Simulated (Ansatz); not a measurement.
Write the native input for Ansatz 0.2.0 that does the following.

* Task: single point
* Functional: PBE
* Potentials or basis: Ansatz PAW
* Cutoff: 420 eV (not typed: the program's choice for these potentials)
* k mesh: 11 × 11 × 11
* Occupations: fermi-dirac, width 0.05 eV
* Spin: collinear spin, ferromagnetic start
* Starting moments: [2.0, 0.0] μB

The system is CoO.

```
Co O
1.0
     1.50547    0.86918    2.43993
    -1.50547    0.86918    2.43993
     0.00000   -1.73837    2.43993
Co O
1 1
Direct
  0.00000 0.00000 0.00000
  0.50000 0.50000 0.50000
```

The cell is a database's computed one.

These files were run (other wordings do the same):

input.yaml

```yaml
crystal:
  lattice:
    - [1.5054695445, 0.8691832468, 2.4399269062]
    - [-1.5054695445, 0.8691832468, 2.4399269062]
    - [0.0, -1.7383664936, 2.4399269062]
  atoms:
    - { symbol: Co, position: [0.0, 0.0, 0.0], spin: 2.0 }
    - { symbol: O, position: [0.5, 0.5, 0.5] }
hamiltonian:
  xc: pbe
  pseudopotentials: { kind: paw }
magnetization:
  spin_polarized: true
kpoints:
  mp_grid: { grid: [11, 11, 11] }
scf:
  occupations: { method: fermi_dirac, width: 0.05 }
output:
  forces: true
  stress: true
  eigenvalues: true
```

Potentials or basis: Ansatz PAW.

Run with:

```console
$ ansatz run input.yaml --threads 2 --pin off --max-ram 5632MiB --backend cpu --events-out ev --progress --plain --runs-dir out
```

Results of the run:

```json
{
 "Pressure": "0.0 GPa",
 "Band gap on the k mesh": "none (metal or under the smearing width)",
 "Net moment": "2.90 μB per cell",
 "Absolute moment": "2.92 μB per cell",
 "Site moments": "Co +2.47; O +0.31 μB"
}
```

Caveat: the pressure holds a Pulay correction of +0.7 GPa for the finite cutoff; a cell with one magnetic atom can't hold antiferromagnetic order, which such compounds often take; semilocal functionals often make such compounds metallic where correlation or magnetic order opens a gap, which also shifts bond lengths.

Wall time 5.3 s on 2 threads of Arm Neoverse V2, with other jobs on the host, peak memory 0.36 GiB.
